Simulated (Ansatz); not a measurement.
**Trial structures of In₃GaP₄: starts and ends**

Theory: DFT PBE, scalar-relativistic, plane waves, PAW (Ansatz). Settings: cutoff 420 eV, Γ-centred meshes spaced at most about 0.3 Å⁻¹, and about 0.25 Å⁻¹ or finer for metals (2π included), Gaussian smearing. No spin polarisation in the final relaxations.

Each guess was relaxed in cell and atoms at zero pressure, within the symmetry of its start. All energies are static (0 K, no zero-point motion). Coordination counts P atoms around Ga and In (those within 1.25 times the shortest such distance or 1.15 times the sum of covalent radii; the shortest distance is added where it is long for a bond). For orderings, «n of Z unlike» gives the unlike atoms among the Z nearest shared sites at the start, averaged over those sites.

```csv
guess,made from,start group,V start (Å³/atom),end group,V end (Å³/atom),coordination at the end,gap on mesh (eV),E over the lowest end (meV/atom)
1,"In/Ga on rock salt sites, 6.0 of 12 unlike",Pm-3m,21.9,Pm-3m,20.4,"In 6, Ga 6 from 2.7 Å",0,308
2,"In/Ga on zinc blende sites, 4.0 of 12 unlike",P-4m2,21.9,P-4m2,25.0,"In 4, Ga 4",0.57,2
3,"In/Ga on zinc blende sites, 6.0 of 12 unlike",P-43m,21.9,P-43m,25.0,"In 4, Ga 4",0.62,0
4,"In/Ga on rock salt sites, 4.0 of 12 unlike",P4/mmm,21.9,?,?,?,?,?
```

Guess 4 as it starts:

```cif
data_structure
_symmetry_space_group_name_H-M 'P4/mmm'
_symmetry_Int_Tables_number 123
_cell_length_a 3.9567
_cell_length_b 3.9567
_cell_length_c 11.1913
_cell_angle_alpha 90.000
_cell_angle_beta 90.000
_cell_angle_gamma 90.000
_cell_volume 175.21
loop_
_atom_site_label
_atom_site_type_symbol
_atom_site_symmetry_multiplicity
_atom_site_Wyckoff_symbol
_atom_site_fract_x
_atom_site_fract_y
_atom_site_fract_z
_atom_site_occupancy
In1 In 1 a 0.00000 0.00000 0.00000 1
In2 In 2 h 0.50000 0.50000 0.25000 1
Ga1 Ga 1 b 0.00000 0.00000 0.50000 1
P1 P 2 g 0.00000 0.00000 0.25000 1
P2 P 1 d 0.50000 0.50000 0.50000 1
P3 P 1 c 0.50000 0.50000 0.00000 1
```

Question: Predict the end of this guess and its energy over the lowest end.

Answer: It ends in In and Ga ordered on rock salt sites, space group P4/mmm (No. 123), with a = 3.867 Å, c = 10.885 Å, 20.3 Å³/atom and no gap. It lies 294 meV/atom over the lowest end, above guess 2 and below guess 1. Counting P atoms around Ga and In, this end has In 6, Ga 6 and the lowest (guess 3) has In 4, Ga 4.

```cif
data_structure
_symmetry_space_group_name_H-M 'P4/mmm'
_symmetry_Int_Tables_number 123
_cell_length_a 3.8665
_cell_length_b 3.8665
_cell_length_c 10.8854
_cell_angle_alpha 90.000
_cell_angle_beta 90.000
_cell_angle_gamma 90.000
_cell_volume 162.74
loop_
_atom_site_label
_atom_site_type_symbol
_atom_site_symmetry_multiplicity
_atom_site_Wyckoff_symbol
_atom_site_fract_x
_atom_site_fract_y
_atom_site_fract_z
_atom_site_occupancy
In1 In 1 a 0.00000 0.00000 0.00000 1
In2 In 2 h 0.50000 0.50000 0.25318 1
Ga1 Ga 1 b 0.00000 0.00000 0.50000 1
P1 P 2 g 0.00000 0.00000 0.26542 1
P2 P 1 d 0.50000 0.50000 0.50000 1
P3 P 1 c 0.50000 0.50000 0.00000 1
```

Energies over the elements count from the elements' standard structures at the same level, with no fitted energy shifts. The references include black phosphorus.

Question: Is the lowest end bound against the elements?

Answer: Yes: its formation energy is −0.275 eV/atom. Whether it is stable depends on the other phases of the system, which aren't compared here.

The k mesh leaves some 4 meV/atom of noise in the energy of each metallic cell. Kohn–Sham gaps at this level usually fall short of measured ones. The reference form of P is held partly by dispersion forces, which this level lacks. Cells relaxed within their symmetry can be saddle points. A lower structure may well exist outside this small set. Some types were kept out of the candidates beforehand, so the set may lack a known form.
